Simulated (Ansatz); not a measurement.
FeO:

```
Fe O
1.0
     0.00000    2.15540    2.15540
     2.15540    0.00000    2.15540
     2.15540    2.15540    0.00000
Fe O
1 1
Direct
  0.00000 0.00000 0.00000
  0.50000 0.50000 0.50000
```

* Program: Ansatz 0.2.0
* Task: relaxation of cell and atoms
* Functional: PBE
* Potentials or basis: Ansatz PAW
* Cutoff: 420 eV (not typed: the program's choice for these potentials)
* k mesh: 11 × 11 × 11
* Occupations: fermi-dirac, width 0.05 eV
* Spin: collinear spin, ferromagnetic start
* Starting moments: [3.0, 0.0] μB
* Hubbard terms: Fe d U = 1 eV

At the start: volume 10.01 Å³/atom.

Question: How do energy, volume and symmetry change on relaxing?

Answer: It ends after 12 steps and the volume is 10.14 Å³/atom (+1.3 %); space group R-3m (No. 166, to 0.05 Å); moment 4.00 μB per cell.

Step by step:
| step | energy change (eV) | largest force (eV/Å) | volume (Å³) |
| --- | --- | --- | --- |
| 1 | 0.0000 | 0.0000 | 20.03 |
| 2 | 0.0001 | 0.0000 | 20.06 |
| 3 | 0.0001 | 0.0000 | 20.08 |
| 4 | 0.0000 | 0.0000 | 20.08 |
| 5 | -0.0048 | 0.0000 | 20.08 |
| 6 | -0.0070 | 0.0000 | 20.18 |
| 7 | -0.0075 | 0.0000 | 20.28 |
| 8 | -0.0076 | 0.0000 | 20.28 |
| 9 | -0.0088 | 0.0000 | 20.28 |
| 10 | -0.0088 | 0.0000 | 20.29 |
| 11 | -0.0088 | 0.0000 | 20.29 |
| 12 | -0.0088 | 0.0000 | 20.29 |

Final structure:
```yaml
crystal:
  lattice:
    - [-0.04186, 2.14400, 2.14400]
    - [2.14400, -0.04186, 2.14400]
    - [2.14400, 2.14400, -0.04186]
  atoms:
    - { symbol: Fe, position: [0.00000, 0.00000, 0.00000] }
    - { symbol: O, position: [0.50000, 0.50000, 0.50000] }
```

Caveat: the magnetic or orbital state may not be the lowest; the plane-wave basis is chosen anew once the cell has moved, so the energies of steps on either side of that aren't comparable; the pressure holds a Pulay correction of +0.6 GPa for the finite cutoff; a cell with one magnetic atom can't hold antiferromagnetic order, which such compounds often take.
